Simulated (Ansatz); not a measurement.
# Bi in Ansatz: reference runs

Reference runs on Bi: the cell as given.

Everything below comes from runs of Ansatz 0.2.0. Logs are shortened: lines on timing, memory, paths and dates and some standing lists are left out, and cuts for length are marked.

### 1 The cell of the first run

The cell holds a slab with vacuum, 4 atoms: a = 4.539 Å, b = 4.539 Å, c = 32.744 Å, α = 90.00°, β = 90.00°, γ = 120.00°.

### 2 Single point, PBE (the (0 0 1) slab of Bi, cut from the database cell, not relaxed)

The input, input.yaml:

```yaml
crystal:
  lattice:
    - [4.5390002997, 0.0, 0.0]
    - [-2.2695001498, 3.9308895674, 0.0]
    - [0.0, 0.0, 32.7435]
  atoms:
    - { symbol: Bi, position: [0.6666666667, 0.3333333334, 0.2290530945] }
    - { symbol: Bi, position: [0.3333333333, 0.6666666666, 0.4096843648] }
    - { symbol: Bi, position: [0.6666666667, 0.3333333334, 0.5903156352] }
    - { symbol: Bi, position: [0.3333333333, 0.6666666666, 0.7709469055] }
hamiltonian:
  xc: pbe
  pseudopotentials: { kind: paw }
kpoints:
  mp_grid: { grid: [7, 7, 1] }
scf:
  occupations: { method: fermi_dirac, width: 0.05 }
output:
  forces: true
  eigenvalues: true
efield:
  axis: 3
  dipole_correction: true
  ramp_width: 0.04
```

Potentials or basis: Ansatz PAW.

Run with:

```
$ ansatz run input.yaml --threads 4 --pin off --max-ram 11264MiB --backend cpu --events-out ev --progress --plain --runs-dir out
```

Standard output:

```text
Warning: RAYON_NUM_THREADS=4 ignored (pool sized by the plan → 4); use --threads N
Engine: ansatz 0.2.0, aarch64-unknown-linux-gnu
Pseudopotentials: kind: paw
Pseudopotential: Bi, paw, valence charge 15, recommended cutoff 420 eV (normal), Bi.paw.azcp
Functional definition: PBE
  parameter kappa = 0.804
  parameter beta = 0.06672455060314922
  exchange = pbe_x(kappa = kappa, mu = beta*pi^2/3)
  correlation = pbe_c(beta = beta)
Crystal: 4 atoms, lattice volume = 584.220 Å³
Basis set: ecut = 420 eV, 11467 PW (Γ), exchange–correlation on 64×64×450 points (8 copies of the dense FFT grid, shifted against one another)
Bands: 36, of which v1, the nominal top of the filled ones, is band 30 counted from 1 (29 counted from 0)
Symmetry: 6 space group operations
k-points: 8 of 49 (time reversal used)
Non-local potential: Bi, projectors of the file, l = 0: 2, l = 1: 2, l = 2: 2, l = 3: 2
PAW form: soft (Blöchl's): semilocal exchange-correlation on the pseudo side does not see the compensation charge
PAW one-centre angular grid: Bi, 590 points (default); XC on 64 Gauss nodes
Initial density: superposition of atomic densities (neutral atoms: chi_scale 0, normalization atom), corrected by the library's trained network
Initial wavefunctions: pseudopotential atomic-orbital guess
Functional: x = pbe(κ = 0.804, μ = 0.2195149727645171), c = pbe(β = 0.06672455060314922)
SCF iter   1: F=—  HF=-49577.178524 eV  |F-HF|=—  |Δ(HF+E_count)|=         —  Δρ=5.71e-4  dr2=2.39e-3  ethr=1.77e-3  p=0.000 e·Å  D=5.12e-14 V/Å  ΔV_dip=-0.00 eV  dr2_dipole=3.72e-7  V_vac-E_F(+/−)=4.80/4.80 eV  ⟨swp⟩=10.5  Hψ=3217  notcnv=0  defer=7
efield: sawtooth ramp at fractional position 0.9800 (placed from the atoms, in the widest stretch of the axis that holds none; the zero of the levels goes with the place), width 0.0400; the density the first Hamiltonian is built on has a dipole p = 0.000 e·Å; the dipole correction subtracts the counter field D = 5.12e-14 V/Å, which shifts the + side's vacuum level by -0.00 eV against the − side's; the planar-averaged density in the ramp window peaks in size at 1.3e-5 e/Å³
automatic band count: the SCF goes on with 42 bands, as 36 were too few: the levels above may hold too much charge
preconditioner: auto → LDOS  [metal: Δε(μ)=0.032 eV  Ē_g=3.453 eV  σ=0.050 eV  W_gap=0.15  n_scr=84 (ndim 8)  ℏωp=5.3 eV  f_vac=0.466  D(μ)=12.29/eV (n_scr^D=86)  β→1.0]
SCF iter   2: F=—  HF=-49577.182443 eV  |F-HF|=—  |Δ(HF+E_count)|=   3.92e-3  Δρ=2.93e-4  dr2=6.38e-4  ethr=3.98e-6  p=-0.000 e·Å  D=-8.40e-6 V/Å  ΔV_dip=0.00 eV  dr2_dipole=3.45e-8  V_vac-E_F(+/−)=4.80/4.80 eV  ⟨swp⟩=3.0  Hψ=733  notcnv=0  defer=11
SCF iter   3: F=—  HF=-49577.182628 eV  |F-HF|=—  |Δ(HF+E_count)|=   1.85e-4  Δρ=1.40e-4  dr2=1.62e-4  ethr=1.06e-6  p=-0.000 e·Å  D=-4.82e-6 V/Å  ΔV_dip=0.00 eV  dr2_dipole=2.31e-6  V_vac-E_F(+/−)=4.80/4.80 eV  ⟨swp⟩=2.0  Hψ=588  notcnv=0  defer=11
SCF iter   4: F=—  HF=-49577.182623 eV  |F-HF|=—  |Δ(HF+E_count)|=   5.49e-6  Δρ=3.10e-5  dr2=2.33e-5  ethr=2.70e-7  p=-0.000 e·Å  D=-9.66e-7 V/Å  ΔV_dip=0.00 eV  dr2_dipole=6.62e-8  V_vac-E_F(+/−)=4.79/4.79 eV  ⟨swp⟩=2.0  Hψ=536  notcnv=0  defer=11
SCF iter   5: F=—  HF=-49577.182680 eV  |F-HF|=—  |Δ(HF+E_count)|=   5.77e-5  Δρ=1.39e-5  dr2=6.89e-6  ethr=3.88e-8  p=-0.000 e·Å  D=-7.40e-7 V/Å  ΔV_dip=0.00 eV  dr2_dipole=1.63e-8  V_vac-E_F(+/−)=4.79/4.79 eV  ⟨swp⟩=2.0  Hψ=376  notcnv=0  defer=11
SCF iter   6: F=—  HF=-49577.182680 eV  |F-HF|=—  |Δ(HF+E_count)|=   1.30e-7  Δρ=5.93e-6  dr2=2.69e-7  ethr=1.15e-8  p=0.000 e·Å  D=1.49e-7 V/Å  ΔV_dip=-0.00 eV  dr2_dipole=7.78e-9  V_vac-E_F(+/−)=4.79/4.79 eV  ⟨swp⟩=1.9  Hψ=350  notcnv=0  defer=11
SCF iter   7: F=-49577.182680 eV  HF=-49577.182680 eV  |F-HF|=2.45e-8  |Δ(HF+E_count)|=   4.48e-8  Δρ=1.82e-6  dr2=4.61e-8  ethr=1.67e-10  p=-0.000 e·Å  D=-4.87e-8 V/Å  ΔV_dip=0.00 eV  dr2_dipole=7.44e-11  V_vac-E_F(+/−)=4.79/4.79 eV  ⟨swp⟩=16.1  Hψ=1760  notcnv=0
SCF 1 converged in 7 iterations: F = -49577.182680 eV  dr2 = 4.61e-8
SCF converged after 7 iterations
Free energy (F): -49577.182680 eV
Harris-Foulkes:  -49577.182680 eV  (|F-HF|=2.45e-8)
Internal energy: -49577.079599 eV  (E = F + TS)
E sigma→0 (E₀):  -49577.131139 eV
Entropy (-TS):   -0.103081 eV (-25.770 meV/atom)
Fermi energy:    -1.255040 eV
Dipole field:    D = 0.000007 V/Å  (p = 0.000022 e·Å, saw-weighted, corrected)
Work function:   Φ+ = 4.7875 eV   Φ− = 4.7877 eV
Levels:          The Fermi level and band energies are counted from a zero that moves with the ramp; work functions are not
--- Per-component energies (eV) ---
  E_band       = -1077.419377
  E_kinetic    = 1190.311645
  E_local      = -18107.633104  (includes V_loc(G=0)·N_el)
  E_nonlocal   = 2238.203925
  E_hartree    = 7651.203118
  E_xc         = -589.838764
  E_vxc        = -555.726534  (∫ρ·V_xc dr)
  E_paw        = -42652.360585  (= ΣΔE_a)
  E_vpaw       = -1144.984555  (= ΣTr[D̂ρ^β])
  E_aug_tail   = -0.001740  (compensation charges beyond the density's cutoff)
  E_efield     = 0.000000  (sawtooth field / dipole correction)
  E_vefield    = 0.000000  (∫n·V_field dr)
  E_ewald      = 693.035906
  E_smearing   = -0.103081  (= −TS)
  E_closure    = -0.000000  (closes the sum)
  Σ components = -49577.182680   (vs F -49577.182680, Δ=0.00e0)
--- Forces (eV/Å), atoms counted from 1 ---
  atom   1  Bi     0.00000000     0.00000000     0.03233909
  atom   2  Bi    -0.00000000    -0.00000000    -0.00031733
  atom   3  Bi     0.00000000     0.00000000     0.00031603
  atom   4  Bi    -0.00000000     0.00000000    -0.03233875
  max |Σ_I F_I| component: 9.61e-7 eV/Å
--- Band table (eV; the first three rows and the last of 8) ---
  k-point 0: bands = ["-24.1207", "-24.1207", "-24.1207", "-24.1207", "-24.1154", "-24.1154", "-24.1154", "-24.1154", "-24.0973", "-24.0973", "-24.0973", "-24.0973", "-24.0928", "-24.0928", "-24.0915", "-24.0915", "-24.0915", "-24.0915", "-24.0869", "-24.0869", "-11.5744", "-11.5707", "-11.5669", "-11.5654", "-2.0591", "-1.9467", "-1.7946", "-1.6574", "0.1355", "0.1355", "0.1393", "0.1393", "0.1431", "0.1431", "0.1453", "0.1453", "1.8879", "2.1831", "2.5787", "3.0412", "3.4260", "3.7515"]
  k-point 1: bands = ["-24.1206", "-24.1206", "-24.1193", "-24.1193", "-24.1154", "-24.1154", "-24.1141", "-24.1141", "-24.0978", "-24.0978", "-24.0974", "-24.0974", "-24.0921", "-24.0921", "-24.0920", "-24.0920", "-24.0917", "-24.0916", "-24.0862", "-24.0862", "-11.5165", "-11.5130", "-11.5094", "-11.5081", "-1.9335", "-1.8275", "-1.6842", "-1.5547", "-0.7024", "-0.6895", "-0.6793", "-0.6746", "-0.0166", "-0.0110", "-0.0049", "-0.0008", "2.3834", "2.6621", "3.0138", "3.5641", "3.7987", "4.2995"]
  k-point 2: bands = ["-24.1207", "-24.1207", "-24.1163", "-24.1163", "-24.1154", "-24.1154", "-24.1110", "-24.1110", "-24.0988", "-24.0988", "-24.0977", "-24.0977", "-24.0930", "-24.0930", "-24.0919", "-24.0919", "-24.0904", "-24.0904", "-24.0845", "-24.0845", "-11.3791", "-11.3762", "-11.3732", "-11.3724", "-1.8737", "-1.8683", "-1.8569", "-1.8440", "-1.5991", "-1.5065", "-1.3930", "-1.2986", "-0.3174", "-0.3098", "-0.3012", "-0.2950", "3.0538", "3.2681", "3.5105", "3.8641", "4.0408", "4.4602"]
  k-point 7: bands = ["-24.1179", "-24.1179", "-24.1155", "-24.1155", "-24.1126", "-24.1126", "-24.1103", "-24.1103", "-24.0992", "-24.0992", "-24.0987", "-24.0986", "-24.0935", "-24.0935", "-24.0929", "-24.0929", "-24.0887", "-24.0887", "-24.0828", "-24.0828", "-11.2122", "-11.2112", "-11.2086", "-11.2086", "-2.2589", "-2.2513", "-2.2418", "-2.2340", "-1.6412", "-1.6347", "-1.6259", "-1.6182", "-1.0964", "-1.0667", "-1.0342", "-1.0111", "3.9430", "4.0152", "4.1368", "4.3724", "4.7218", "4.8481"]
```

Wall time 5.2 s (4 threads of Arm Neoverse V2, shared host); peak memory 0.88 GiB.

What came out:

```yaml
Free_energy: -49577.1827 eV
Largest_force: 0.032 eV/Å
Band_gap_on_the_k_mesh: none (metal or under the smearing width)
Work_function_of_the_upper_face: 4.79 eV
Work_function_of_the_lower_face: 4.79 eV
Dipole_across_the_slab: 0.000 e·Å
```

Forces in eV/Å, atoms in the order of the input:
```
Bi   0.000  0.000  0.032
Bi   0.000  0.000  0.000
Bi   0.000  0.000  0.000
Bi   0.000  0.000 -0.032
```

Caveat: spin-orbit coupling is left out, which moves the levels of the heavy elements.
